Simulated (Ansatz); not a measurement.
# Mercury, alpha-Hg (rhombohedral) under LDA: testing the plane-wave cutoff

A convergence test of the plane-wave cutoff. The geometry was relaxed under LDA beforehand and stays fixed; 9 values are run, from 150 to 800 eV. Wanted are the values from which on the energy stays within 10 and 1 meV/atom, and the pressure within 0.5 GPa, of the last run. Within the series other settings stay, but some runs also write fields, which adds to their time. Spin polarisation is left out.

Computed with Ansatz 0.2.0 (DFT LDA, plane waves with PAW, scalar-relativistic, unless a step says otherwise).

## (1) The structure to begin with

Symmetry: R-3m, No. 166, trigonal system. The conventional cell has a = 3.493 Å, b = 3.493 Å, c = 6.444 Å, α = 90.00°, β = 90.00°, γ = 120.00°. Around Hg (site symmetry -3m) lie 6 Hg at 2.95 Å.

Structure file:

```xyz
1
Lattice="1.7463 1.0082 2.1479 -1.7463 1.0082 2.1479 0.0000 -2.0165 2.1479" Properties=species:S:1:pos:R:3 pbc="T T T"
Hg   -1.7463    1.0082    2.1479
```

## (2) The usual settings first

input.yaml reads:

```yaml
crystal:
  lattice:
    - [1.7463233735, 1.0082402698, 2.1478810803]
    - [-1.7463233735, 1.0082402698, 2.1478810803]
    - [0.0, -2.0164805396, 2.1478810803]
  atoms:
    - { symbol: Hg, position: [0.0, 1.0, 0.0] }
hamiltonian:
  xc: lda
  pseudopotentials:
    kind: paw
    azcp:
      Hg: "pseudopotentials/Hg.paw.azcp"
basis:
  ecutwfc: 420
  fft_grid_basis: typed
kpoints:
  mp_grid: { grid: [19, 19, 19], shift: [0, 0, 0] }
magnetization:
  spin_polarized: false
scf:
  occupations: { method: fermi_dirac, width: 0.1 }
  lower_state_search: "off"
output:
  stress: true
```

Run with:

```bash
$ ansatz run input.yaml --threads 2 --pin off --max-ram 5120MiB --backend cpu --events-out ev --progress --plain --runs-dir out
```

## (3) Run at 150 eV

The run at 150 eV.

input.yaml: that of step 2 with these lines changed.

```diff
@@ -14,6 +14,6 @@
 basis:
-  ecutwfc: 420
+  ecutwfc: 150
   fft_grid_basis: typed
 kpoints:
-  mp_grid: { grid: [19, 19, 19], shift: [0, 0, 0] }
+  mp_grid: { grid: [11, 11, 11], shift: [0, 0, 0] }
 magnetization:
@@ -25 +25,5 @@
   stress: true
+  write_density: true
+  write_potential: true
+  elf: true
+  volumetric_format: npy
```

## (4) Run at 200 eV

The run at 200 eV.

input.yaml: that of step 3 with these lines changed.

```diff
@@ -14,3 +14,3 @@
 basis:
-  ecutwfc: 150
+  ecutwfc: 200
   fft_grid_basis: typed
@@ -25,5 +25 @@
   stress: true
-  write_density: true
-  write_potential: true
-  elf: true
-  volumetric_format: npy
```

## (5) Run at 250 eV

The run at 250 eV.

input.yaml: that of step 4 with these lines changed.

```diff
@@ -14,3 +14,3 @@
 basis:
-  ecutwfc: 200
+  ecutwfc: 250
   fft_grid_basis: typed
```

## (6) Run at 300 eV

The run at 300 eV.

input.yaml: that of step 5 with these lines changed.

```diff
@@ -14,3 +14,3 @@
 basis:
-  ecutwfc: 250
+  ecutwfc: 300
   fft_grid_basis: typed
```

## (7) Run at 350 eV

The run at 350 eV.

input.yaml: that of step 6 with these lines changed.

```diff
@@ -14,3 +14,3 @@
 basis:
-  ecutwfc: 300
+  ecutwfc: 350
   fft_grid_basis: typed
```

## (8) Run at 420 eV

The run at 420 eV.

input.yaml: that of step 7 with these lines changed.

```diff
@@ -14,3 +14,3 @@
 basis:
-  ecutwfc: 350
+  ecutwfc: 420
   fft_grid_basis: typed
```

## (9) Run at 500 eV

The run at 500 eV.

input.yaml: that of step 8 with these lines changed.

```diff
@@ -14,3 +14,3 @@
 basis:
-  ecutwfc: 420
+  ecutwfc: 500
   fft_grid_basis: typed
```

## (10) Run at 600 eV

The run at 600 eV.

input.yaml: that of step 9 with these lines changed.

```diff
@@ -14,3 +14,3 @@
 basis:
-  ecutwfc: 500
+  ecutwfc: 600
   fft_grid_basis: typed
```

## (11) Run at 800 eV

The run at 800 eV.

input.yaml: that of step 10 with these lines changed.

```diff
@@ -14,3 +14,3 @@
 basis:
-  ecutwfc: 600
+  ecutwfc: 800
   fft_grid_basis: typed
@@ -25 +25,5 @@
   stress: true
+  write_density: true
+  write_potential: true
+  elf: true
+  volumetric_format: npy
```

(Steps that only read results are left out.)

What does the calculation give?

As calculated:

| quantity | value |
| --- | --- |
| E(σ → 0) stays within 10 meV/atom of 800 eV | from 350 eV on |
| E(σ → 0) stays within 1 meV/atom | from 500 eV on |
| pressure stays within 0.5 GPa | from 300 eV on |
| pressure at 800 eV | 0.00 GPa |
| CPU time, dearest over cheapest | 5.2 |
| run at the usual settings (mesh 19×19×19 against the series' 11×11×11, 420 eV) | +4.2 meV/atom from 800 eV, -0.04 GPa |

In words: At 150 eV the energy differs by +58302 meV/atom and the pressure by -17.1 GPa. The energy falls at each step up in cutoff, as the variational principle asks. 1 meV/atom is reached at 500 eV; energy differences often converge earlier, as errors cancel.
